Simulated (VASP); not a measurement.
## VASP 6.6.1, r²SCAN single-point calculation, BaS (strained rocksalt)

INCAR

```
ENCUT = 520
LELF = .TRUE.
METAGGA = R2SCAN
LCHARG = .TRUE.
NBANDS = 15
SIGMA = 0.01
LASPH = .TRUE.
NELM = 120
EDIFF = 1E-7
ISMEAR = 0
PREC = Accurate
ISIF = 2
IBRION = -1
LREAL = .FALSE.
ALGO = Normal
NSW = 0
LWAVE = .FALSE.
```

KPOINTS

```
KPOINTS created by Atomic Simulation Environment
0
Gamma
8 8 8
0 0 0
```

KPOINTS_OPT

```
special points
7
Reciprocal
0.0000000000 0.0000000000 0.0000000000 1
0.5000000000 0.0000000000 0.5000000000 1
0.6250000000 0.2500000000 0.6250000000 1
0.3750000000 0.3750000000 0.7500000000 1
0.5000000000 0.5000000000 0.5000000000 1
0.5000000000 0.2500000000 0.7500000000 1
0.5000000000 0.5000000000 0.0000000000 1
```

POSCAR

```
Ba S
 1.0000000000000000
     0.0000000000000000    3.2117958738999999    3.0248693540999998
     3.2117958738999999    0.0000000000000000    3.0248693540999998
     3.2117958738999999    3.2117958738999999    0.0000000000000000
 Ba  S
   1   1
Cartesian
  0.0000000000000000  0.0000000000000000  0.0000000000000000
  3.2117958738999999  3.2117958738999999  3.0248693540999998
```

VASP ran with the recommended PBE PAW datasets (16 valence electrons in the cell).

Command

```
mpirun -np 1 vasp_std
```

OSZICAR

```
N       E                     dE             d eps       ncg     rms          rms(c)
DAV:   1     0.506957897908E+02    0.50696E+02   -0.70121E+03  1770   0.956E+02
DAV:   2    -0.383842445451E+02   -0.89080E+02   -0.80469E+02  2328   0.175E+02
DAV:   3    -0.432460093337E+02   -0.48618E+01   -0.48223E+01  2595   0.417E+01
DAV:   4    -0.433250892915E+02   -0.79080E-01   -0.79062E-01  2104   0.548E+00
DAV:   5    -0.433273296843E+02   -0.22404E-02   -0.22403E-02  2505   0.754E-01    0.552E+00
DAV:   6    -0.390947356157E+02    0.42326E+01   -0.15256E+00  2421   0.824E+00    0.397E+00
DAV:   7    -0.390873447429E+02    0.73909E-02   -0.38804E-01  2211   0.396E+00    0.236E+00
DAV:   8    -0.390933596733E+02   -0.60149E-02   -0.42383E-02  2057   0.151E+00    0.122E+00
DAV:   9    -0.390950090891E+02   -0.16494E-02   -0.74186E-03  1889   0.846E-01    0.403E-01
DAV:  10    -0.390949486076E+02    0.60482E-04   -0.65137E-04  2406   0.143E-01    0.941E-02
DAV:  11    -0.390951434548E+02   -0.19485E-03   -0.15563E-04  1938   0.126E-01    0.214E-02
DAV:  12    -0.390951275844E+02    0.15870E-04   -0.42758E-05  2316   0.482E-02    0.100E-02
DAV:  13    -0.390951279068E+02   -0.32241E-06   -0.44794E-06  2008   0.143E-02    0.344E-03
DAV:  14    -0.390951276372E+02    0.26959E-06   -0.22153E-07  2372   0.346E-03    0.183E-03
DAV:  15    -0.390951275428E+02    0.94373E-07   -0.24464E-08  1270   0.130E-03
   1 F= -.39095128E+02 E0= -.39095128E+02  d E =-.707335E-68
       N       E                     dE             ncg
DAV:   1     0.110160605441E+04   -0.32638E+04      210
DAV:   2     0.491515809941E+03   -0.61009E+03      294
DAV:   3     0.460937020518E+03   -0.30579E+02      281
DAV:   4     0.460405883300E+03   -0.53114E+00      269
DAV:   5     0.460399099717E+03   -0.67836E-02      280
DAV:   6     0.460398917365E+03   -0.18235E-03      260
DAV:   7     0.460398911797E+03   -0.55684E-05      273
DAV:   8     0.460398911605E+03   -0.19178E-06      221
DAV:   9     0.460398911599E+03   -0.57255E-08      175
```

From OUTCAR

```
k-points           NKPTS =     59   k-points in BZ     NKDIM =     59   number of bands    NBANDS=     15

   NELECT =      16.0000    total number of electrons

   dimension x,y,z NGX =    36 NGY =   36 NGZ =   36
   dimension x,y,z NGXF=    72 NGYF=   72 NGZF=   72

  energy-cutoff  :      520.00
  volume of cell :       62.41
      direct lattice vectors                 reciprocal lattice vectors
     0.000000000  3.211795874  3.024869354    -0.155676145  0.155676145  0.165296395
     3.211795874  0.000000000  3.024869354     0.155676145 -0.155676145  0.165296395
     3.211795874  3.211795874  0.000000000     0.155676145  0.155676145 -0.165296395

 k-points in reciprocal lattice and weights: KPOINTS created by Atomic Simulation Env
   0.00000000  0.00000000  0.00000000       0.002
   0.12500000 -0.00000000  0.00000000       0.016
   0.25000000 -0.00000000  0.00000000       0.016
   0.37500000 -0.00000000  0.00000000       0.016
   0.50000000 -0.00000000  0.00000000       0.008
   0.12500000  0.12500000  0.00000000       0.004
   0.25000000  0.12500000  0.00000000       0.016
   0.37500000  0.12500000  0.00000000       0.016
   ...

 E-fermi :   1.7691

 k-point     1 :       0.0000    0.0000    0.0000
  band No.  band energies     occupation
      1     -25.2137      2.00000
      2      -9.8689      2.00000
      3      -9.8381      2.00000
      4      -9.8381      2.00000
      5      -9.4221      2.00000
      6       1.3699      2.00000
      7       1.3699      2.00000
      8       1.6485      2.00000
      9       5.6243      0.00000
     10       5.6243      0.00000
     11       5.6917      0.00000
     12       6.0629      0.00000
     13       6.6498      0.00000
     14       7.2805      0.00000
     15      10.7540      0.00000

 k-point     2 :       0.1250   -0.0000    0.0000
  band No.  band energies     occupation
      1     -25.2050      2.00000
      2     -10.3229      2.00000
      3      -9.8553      2.00000
      4      -9.8492      2.00000
      5      -8.9335      2.00000
      6       1.0175      2.00000
      7       1.1619      2.00000
      8       1.3403      2.00000
      9       5.7294      0.00000
     10       5.9019      0.00000
     11       6.1832      0.00000
     12       6.2812      0.00000
     13       7.1143      0.00000
     14       7.8378      0.00000
     15      11.4381      0.00000

 k-point     3 :       0.2500   -0.0000    0.0000
  band No.  band energies     occupation
      1     -25.1840      2.00000
      2     -10.8495      2.00000
      3      -9.8758      2.00000
      4      -9.8595      2.00000
      5      -8.3573      2.00000
      6       0.2811      2.00000
      7       0.7461      2.00000
      8       0.8059      2.00000
      9       6.0281      0.00000
     10       6.6733      0.00000
     11       6.8093      0.00000
     12       7.4717      0.00000
     13       8.2988      0.00000
     14       9.1719      0.00000
     15      12.8264      0.00000

 k-point     4 :       0.3750   -0.0000    0.0000
  band No.  band energies     occupation
      1     -25.1629      2.00000
      2     -11.2043      2.00000
      3      -9.9019      2.00000
      4      -9.8634      2.00000
      5      -7.9465      2.00000
      6      -0.3328      2.00000
      7       0.3947      2.00000
      8       0.4074      2.00000
      9       6.6955      0.00000
     10       7.7583      0.00000
     11       7.7954      0.00000
     12       8.2936      0.00000
     13       9.7836      0.00000
     14      10.6038      0.00000
     15      12.3563      0.00000

 k-point     5 :       0.5000   -0.0000    0.0000
  band No.  band energies     occupation
      1     -25.1540      2.00000
      2     -11.3289      2.00000
      3      -9.9126      2.00000
      4      -9.8649      2.00000
      5      -7.7964      2.00000
      6      -0.5641      2.00000
      7       0.2450      2.00000
      8       0.2825      2.00000
      9       7.6328      0.00000
     10       7.7100      0.00000
     11       8.4362      0.00000
     12       8.5941      0.00000
     13      11.0077      0.00000
     14      11.0171      0.00000
     15      11.2812      0.00000

 k-point     6 :       0.1250    0.1250    0.0000
  band No.  band energies     occupation
      1     -25.2006      2.00000
      2     -10.4789      2.00000
      3      -9.8778      2.00000
      4      -9.8778      2.00000
      5      -8.6996      2.00000
      6       0.7280      2.00000
      7       1.2595      2.00000
      8       1.2595      2.00000
      9       5.5285      0.00000
     10       5.9664      0.00000
     11       6.3190      0.00000
     12       6.3190      0.00000
     13       6.8260      0.00000
     14       8.9278      0.00000
     15      11.7561      0.00000

 k-point     7 :       0.2500    0.1250    0.0000
  band No.  band energies     occupation
      1     -25.1827      2.00000
      2     -10.8246      2.00000
      3      -9.9168      2.00000
      4      -9.8971      2.00000
      5      -8.3156      2.00000
      6       0.1630      2.00000
      7       0.9498      2.00000
      8       1.0298      2.00000
      9       5.3494      0.00000
     10       6.6429      0.00000
     11       7.1161      0.00000
     12       7.1280      0.00000
     13       7.4680      0.00000
     14      10.3457      0.00000
     15      13.0051      0.00000

 k-point     8 :       0.3750    0.1250    0.0000
  band No.  band energies     occupation
      1     -25.1618      2.00000
      2     -11.1149      2.00000
      3      -9.9433      2.00000
      4      -9.9078      2.00000
      5      -8.0493      2.00000
      6      -0.1817      2.00000
      7       0.5164      2.00000
      8       0.6759      2.00000
      9       5.7097      0.00000
     10       7.8114      0.00000
     11       8.0137      0.00000
     12       8.2197      0.00000
     13       8.6954      0.00000
     14      10.9387      0.00000
     15      12.4849      0.00000

 k-point     9 :       0.5000    0.1250    0.0000
  band No.  band energies     occupation
      1     -25.1502      2.00000
      2     -11.2336      2.00000
      3      -9.9422      2.00000
      4      -9.9308      2.00000
      5      -7.9756      2.00000
      6      -0.3276      2.00000
      7       0.3931      2.00000
      8       0.4146      2.00000
      9       6.5491      0.00000
     10       7.7539      0.00000
     11       8.6860      0.00000
     12       9.0590      0.00000
     13      10.2272      0.00000
     14      11.2682      0.00000
     15      11.5788      0.00000

 k-point    10 :      -0.3750    0.1250    0.0000
  band No.  band energies     occupation
      1     -25.1548      2.00000
      2     -11.1433      2.00000
      3      -9.9606      2.00000
      4      -9.9143      2.00000
      5      -8.0911      2.00000
      6      -0.2943      2.00000
      7       0.3509      2.00000
      8       0.6820      2.00000
      9       6.7089      0.00000
     10       7.6378      0.00000
     11       7.7235      0.00000
     12       9.1735      0.00000
     13      10.1205      0.00000
     14      10.8803      0.00000
     15      11.9173      0.00000

 k-point    11 :      -0.2500    0.1250    0.0000
  band No.  band energies     occupation
      1     -25.1728      2.00000
      2     -10.8662      2.00000
      3      -9.9764      2.00000
      4      -9.8754      2.00000
      5      -8.3629      2.00000
      6      -0.0095      2.00000
      7       0.5064      2.00000
      8       1.1689      2.00000
      9       5.9459      0.00000
     10       6.6701      0.00000
     11       7.9305      0.00000
     12       8.1142      0.00000
     13       8.7022      0.00000
     14       9.5849      0.00000
     15      12.2160      0.00000

 k-point    12 :      -0.1250    0.1250    0.0000
  band No.  band energies     occupation
      1     -25.1936      2.00000
      2     -10.5078      2.00000
      3      -9.9442      2.00000
      4      -9.8483      2.00000
      5      -8.7192      2.00000
      6       0.4913      2.00000
      7       0.8286      2.00000
      8       1.5085      2.00000
      9       5.6249      0.00000
     10       6.0227      0.00000
     11       6.9882      0.00000
     12       7.2338      0.00000
     13       7.7135      0.00000
     14       8.1462      0.00000
     15      12.3054      0.00000

 k-point    13 :       0.2500    0.2500    0.0000
  band No.  band energies     occupation
      1     -25.1696      2.00000
      2     -10.8506      2.00000
      3      -9.9734      2.00000
      4      -9.9734      2.00000
      5      -8.3207      2.00000
      6       0.0123      2.00000
      7       1.1544      2.00000
      8       1.1544      2.00000
      9       4.6454      0.00000
     10       6.6709      0.00000
     11       7.3057      0.00000
     12       7.9908      0.00000
     13       7.9908      0.00000
     14      11.5257      0.00000
     15      13.6221      0.00000

 ...

  Total        0.6610023      0.6610023      3.7359854      0.0000000      0.0000000     -0.0000000
  in kB       16.9699689     16.9699689     95.9142782      0.0000000      0.0000000     -0.0000000
  external PRESSURE =      43.2847387 kB  Pullay stress =       0.0000000 kB

 POSITION                                       TOTAL-FORCE (eV/Angst)
 -----------------------------------------------------------------------------------
      0.00000      0.00000      0.00000         0.000000     -0.000000     -0.000000
      3.21180      3.21180      3.02487         0.000000      0.000000      0.000000
 -----------------------------------------------------------------------------------
    total drift:                                0.000000      0.000000      0.000000

  FREE ENERGIE OF THE ION-ELECTRON SYSTEM (eV)
  ---------------------------------------------------
  free  energy   TOTEN  =       -39.0951275428 eV

  energy  without entropy=      -39.0951275428  energy(sigma->0) =      -39.09512754
```

```yaml
gap_between_bands_v_and_c: 2.14 eV
least_direct_gap: 2.30 eV
pressure: 4.3 GPa
```

Band v is the last that the valence electrons fill when counted band by band, and c is the next.

The run took about 3.6 min on one core of a shared host (Intel Xeon Platinum 8488C) and held 0.26 GiB at most.
